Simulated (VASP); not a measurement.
A run of VASP 6.6.1 is set up as follows.

File INCAR:

```
PREC = Accurate
ENCUT = 450
EDIFF = 1E-6
ISMEAR = 0
SIGMA = 0.02
LREAL = False
LASPH = True
NELM = 80
ALGO = Normal
ISIF = 2
LWAVE = False
LCHARG = False
GGA = PE
```

File KPOINTS:

```
Automatic mesh
0
Gamma
  5 5 5
```

POSCAR

```
Ge
1.0
    1.3971490000     -2.6005160000      0.0000000000
    1.3971490000      2.6005160000      0.0000000000
    0.0000000000      0.0000000000      2.6982310000
Ge
1
Direct
    0.5000000000      0.5000000000      0.0000000000
```

Potentials or basis: VASP PAW PBE potentials, release 64 (Ge_d_GW).

Launch:

```console
$ cat potpaw_PBE.64/Ge_d_GW/POTCAR > POTCAR
$ mpirun -np 1 vasp_std > vasp.out
```

Q: Predict the pressure.

A: 1.7 GPa.

Q: What does it give for the band gap on the k mesh?

A: None (metal or under the smearing width).

Stress tensor (GPa, compression positive):
```
-2.37  0.00  0.00
 0.00  7.37  0.00
 0.00  0.00  0.05
```

Caveat: the k mesh is coarse (spacing up to 0.51 Å⁻¹), so the values aren't converged; the cutoff is under 1.25 times the usual one of these potentials, so pressure, stress and relaxed cells hold a basis-set (Pulay) error.
